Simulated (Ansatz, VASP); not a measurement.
BeS: VASP beside Ansatz

Contents of INCAR:

```
  ALGO = Normal
  EDIFF = 1E-6
  EDIFFG = -0.02
  ENCUT = 600
  GGA = RP
  IBRION = 2
  ISIF = 3
  ISMEAR = -1
  LASPH = T
  LCHARG = F
  LREAL = F
  LWAVE = F
  NELM = 100
  NSW = 40
  PREC = Accurate
  SIGMA = 0.05
```

Contents of KPOINTS:

```
k-points
0
Gamma
  9 9 9
```

File POSCAR:

```
BeS
1.0
    0.0000000000      2.4250000000      2.4250000000
    2.4250000000      0.0000000000      2.4250000000
    2.4250000000      2.4250000000      0.0000000000
S Be
1 1
Direct
    0.7500000000      0.7500000000      0.7500000000
    0.0000000000      0.0000000000      0.0000000000
```

The input input.yaml:

```yaml
crystal:
  lattice:
    - [0.0, 2.425, 2.425]
    - [2.425, 0.0, 2.425]
    - [2.425, 2.425, 0.0]
  atoms:
    - { symbol: S, position: [0.75, 0.75, 0.75] }
    - { symbol: Be, position: [0.0, 0.0, 0.0] }
hamiltonian:
  xc: rpbe
  pseudopotentials: { kind: paw }
kpoints:
  mp_grid: { grid: [9, 9, 9] }
scf:
  occupations: { method: fermi_dirac, width: 0.05 }
output:
  forces: true
  stress: true
  eigenvalues: true
  write_density: true
  write_potential: true
  elf: true
  volumetric_format: npy
relax:
  f_tol: 0.01
  max_steps: 40
  cell: { stress_tol: 0.05 }
```

Alike in both runs: task relaxation of cell and atoms; functional RPBE; k mesh 9 × 9 × 9; occupations fermi-dirac, width 0.05 eV; no spin polarisation.

|  | VASP | Ansatz |
| --- | --- | --- |
| version | VASP 6.6.1 | Ansatz 0.2.0 |
| potentials or method | VASP PAW PBE potentials, release 64 (S, Be) | Ansatz PAW |
| plane-wave cutoff (eV) | 600 | 420 |
| valence electrons in the cell | 8 | 8 |

```csv
,VASP,Ansatz,Ansatz less VASP
"gap on the k mesh at the Fermi level, each at its own relaxed structure (eV)",3.40,3.41,+0.007
relaxed volume (Å³/atom),14.85,14.86,+0.005
relaxed cell length with the largest relative difference (Å),3.476,3.477,+0.0004
energy change over the relaxation (meV/atom),-7,-7,-0.1
```

Caveats: the PAW data sets were made with another functional, which shifts forces and pressure a little (VASP); an odd mesh through Γ misses points on the zone boundary, where band edges often lie (VASP); odd divisions of the mesh miss points on the zone boundary, where band edges often lie, so the gap on the mesh can be too wide (Ansatz); the plane-wave basis is chosen anew once the cell has moved, so the energies of steps on either side of that aren't comparable (Ansatz); the PAW data sets come from PBE, with cores solved anew for the run's functional, which leaves a small shift of forces and pressure (Ansatz). Expect the measured gap to be larger: semilocal functionals such as RPBE lack the derivative discontinuity. RPBE and its kin give volumes clearly too large for solids.
